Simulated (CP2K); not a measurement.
Sb under changes of volume

One of the cells (26.213 Å³/atom); the others are scaled copies at fixed shape and fractional positions:

```
Sb
1.0
     3.24126    0.00000    0.00000
    -1.08042    3.05589    0.00000
    -1.08042   -1.52794    2.64648
Sb
1
Direct
  0.00000 0.00000 0.00000
```

This isn't the form of Sb at room conditions, which is rhombohedral.

| Quantity | Value |
| --- | --- |
| Program | CP2K 2026.2 |
| Functional | LDA |
| Potentials or basis | GTH_POTENTIALS Sb GTH-PADE-q5; TZVP-MOLOPT-PBE-GTH basis |
| Density cutoff | 6123 eV |
| k mesh | 10 × 10 × 10 |
| Occupations | fermi-dirac, width 0.0259 eV |
| Spin | no spin polarisation |

```csv
volume (Å³/atom),energy over the lowest point (meV/atom),pressure (GPa)
24.640,21.61,4.7
25.165,9.09,3.0
25.689,2.08,1.4
26.213,0.00,-0.1
26.737,2.33,-1.4
27.262,8.66,-2.5
27.786,?,?
```

**Question.** What does the run at 27.786 Å³/atom give?

**Answer.** Energy over the lowest point 18.72 meV/atom; pressure -3.6 GPa.

Worked out: A Birch-Murnaghan fit of order 3 (a polynomial in V^(-2/3)) to the other rows has its minimum at 26.19 Å³/atom with B0 = V·E''(V) = 68 GPa and B' = 4.3. It gives 18.55 meV/atom at 27.786 Å³/atom, against the run's 18.72, and -dE/dV = -3.5 GPa, against -3.6.

Energies are extrapolated to zero smearing.

Caveats: the basis of atomic orbitals isn't converged, which shifts pressures, moduli and gaps.
